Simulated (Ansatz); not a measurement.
The system is SnSe.

```xyz
2
Lattice="0.0000 3.0100 3.0100 3.0100 0.0000 3.0100 3.0100 3.0100 0.0000" Properties=species:S:1:pos:R:3 pbc="T T T"
Sn    0.0000    0.0000    0.0000
Se    3.0100    3.0100    3.0100
```

Measurements of this composition are mostly on another form, of space group No. 62.

- Program: Ansatz 0.2.0
- Task: relaxation of cell and atoms
- Functional: PBEsol
- Dispersion: D4
- Potentials or basis: Ansatz PAW
- Cutoff: 420 eV (not typed: the program's choice for these potentials)
- k mesh: 8 × 8 × 8
- Occupations: fermi-dirac, width 0.05 eV
- Spin: no spin polarisation

At the start: volume 27.27 Å³/atom.

**Question.** Where does the relaxation end?

**Answer.** It ends after 5 steps and the volume is 25.65 Å³/atom (-5.9 %); space group Fm-3m (No. 225, to 0.05 Å).

Step by step:
| step | energy change (eV) | largest force (eV/Å) | volume (Å³) |
| --- | --- | --- | --- |
| 1 | 0.0000 | 0.0000 | 54.54 |
| 2 | -0.0277 | 0.0000 | 49.93 |
| 3 | -0.0344 | 0.0000 | 51.46 |
| 4 | -0.0345 | 0.0000 | 51.30 |
| 5 | -0.0340 | 0.0000 | 51.30 |

Final structure:
```
CELL_PARAMETERS angstrom
0.00000 2.94913 2.94913
2.94913 0.00000 2.94913
2.94913 2.94913 0.00000
ATOMIC_POSITIONS crystal
Sn 0.00000 0.00000 0.00000
Se 0.50000 0.50000 0.50000
```

Caveat: the plane-wave basis is chosen anew once the cell has moved, so the energies of steps on either side of that aren't comparable; the PAW data sets come from PBE, with cores solved anew for the run's functional, which leaves a small shift of forces and pressure.
